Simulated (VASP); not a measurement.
Set up this calculation in VASP 6.6.1, as the native input.

* Task: relaxation of cell and atoms
* Functional: PBEsol
* Potentials or basis: VASP PAW PBE potentials, release 64 (Hf_pv)
* Cutoff: 600 eV
* k mesh: 15 × 15 × 7
* Occupations: methfessel-paxton, width 0.1 eV
* Spin: no spin polarisation
* Further INCAR settings: ALGO = Normal; EDIFF = 1e-06; IBRION = 2; EDIFFG = -0.01; NSW = 90; ISIF = 3

The structure of Hf lies in POSCAR:

```
Hf
1.0
    3.1967000000      0.0000000000      0.0000000000
   -1.5983500000      2.7684234083      0.0000000000
    0.0000000000      0.0000000000      5.0578000000
Hf
2
Direct
    0.3333333333      0.6666666667      0.2500000000
    0.6666666667      0.3333333333      0.7500000000
```

The input as run:

INCAR

```
SYSTEM = Hf
  PREC = Accurate
  ENCUT = 600
  EDIFF = 1E-6
  ISMEAR = 1
  SIGMA = 0.1
  LREAL = .False.
  LASPH = .True.
  NELM = 80
  ALGO = Normal
  ISIF = 3
  LWAVE = .False.
  LCHARG = .False.
  GGA = PS
  IBRION = 2
  NSW = 90
  EDIFFG = -0.01
  KPAR = 2
```

KPOINTS

```
regular mesh
0
Gamma
  15 15 7
  0 0 0
```

Potentials or basis: VASP PAW PBE potentials, release 64 (Hf_pv).

Launch:

```console
$ cat potpaw_PBE.64/Hf_pv/POTCAR > POTCAR
$ mpirun -np 2 vasp_std > vasp.out
```

It gave:

* Relaxed volume: 21.53 Å³/atom
* Relaxed cell: a = 3.157 Å, b = 3.157 Å, c = 4.990 Å, α = 90.00°, β = 90.00°, γ = 120.00°
* Space group after relaxing (to 0.05 Å): P6_3/mmc (No. 194)
* Energy gained by relaxing: 11.6 meV/atom
* Ionic steps: 3
* Pressure after relaxing: -0.1 GPa
* Band gap on the k mesh: none (metal or under the smearing width)

Caveat: the PAW data sets were made with another functional, which shifts forces and pressure a little.

Wall time 76 s on 2 MPI ranks on Intel(R) Xeon(R) Platinum 8488C (Sapphire Rapids) (shared host), peak memory 0.22 GiB a rank.
